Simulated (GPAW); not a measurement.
The system is Al2Cu (Khatyrkite).

```
CELL_PARAMETERS angstrom
-3.03350 3.03350 2.43850
3.03350 -3.03350 2.43850
3.03350 3.03350 -2.43850
ATOMIC_POSITIONS crystal
Cu 0.25000 0.25000 0.00000
Cu 0.75000 0.75000 0.00000
Al 0.34190 0.15810 0.50000
Al 0.84190 0.34190 0.18380
Al 0.65810 0.84190 0.50000
Al 0.15810 0.65810 0.81620
```

```yaml
Program: GPAW 26.7.0
Task: relaxation of cell and atoms
Functional: PBEsol
Dispersion: D3
Potentials_or_basis: PAW data sets generated in the run's folder for this functional
Cutoff: 600 eV
Basis: pw
k_mesh: 5 × 5 × 5
Occupations: fermi-dirac, width 0.05 eV
Spin: no spin polarisation
```

At the start: pressure -6.8 GPa; volume 14.96 Å³/atom.

**Question.** Where does the relaxation end?

**Answer.** Over 11 steps the energy falls by 26.4 meV/atom and the volume is 13.98 Å³/atom (-6.5 %); space group I4/mcm (No. 140, to 0.05 Å).

Step by step:
| step | energy change (eV) | largest force (eV/Å) | pressure (GPa) | volume (Å³) |
| --- | --- | --- | --- | --- |
| 1 | 0.0000 | 0.0608 | -6.76 | 89.76 |
| 2 | -0.0183 | 0.0519 | -6.37 | 89.35 |
| 3 | -0.1491 | 0.1229 | 0.91 | 83.34 |
| 4 | -0.1511 | 0.0904 | 0.07 | 83.91 |
| 5 | -0.1520 | 0.0746 | -0.01 | 83.96 |
| 6 | -0.1563 | 0.0277 | -0.04 | 83.94 |
| 7 | -0.1567 | 0.0351 | 0.12 | 83.82 |
| 8 | -0.1572 | 0.0318 | 0.27 | 83.72 |
| 9 | -0.1577 | 0.0223 | 0.32 | 83.70 |
| 10 | -0.1582 | 0.0072 | 0.22 | 83.78 |
| 11 | -0.1584 | 0.0002 | 0.07 | 83.89 |

Final structure:
```cif
data_structure
_symmetry_space_group_name_H-M 'P 1'
_symmetry_Int_Tables_number 1
_cell_length_a 4.8365
_cell_length_b 4.8365
_cell_length_c 4.8365
_cell_angle_alpha 103.570
_cell_angle_beta 103.570
_cell_angle_gamma 122.054
_cell_volume 83.89
loop_
_atom_site_label
_atom_site_type_symbol
_atom_site_fract_x
_atom_site_fract_y
_atom_site_fract_z
_atom_site_occupancy
Cu1 Cu 0.25000 0.25000 0.00000 1
Cu2 Cu 0.75000 0.75000 0.00000 1
Al1 Al 0.34234 0.15766 0.50000 1
Al2 Al 0.84234 0.34234 0.18469 1
Al3 Al 0.65766 0.84234 0.50000 1
Al4 Al 0.15766 0.65766 0.81531 1
```

Caveat: with this Cu data set, volumes or pressures lay over 1.5 % or 2 GPa off other programs in two to four cells of ten; later steps reuse the first step's grids; pairwise dispersion overbinds metals, which lowers pressure and volume.
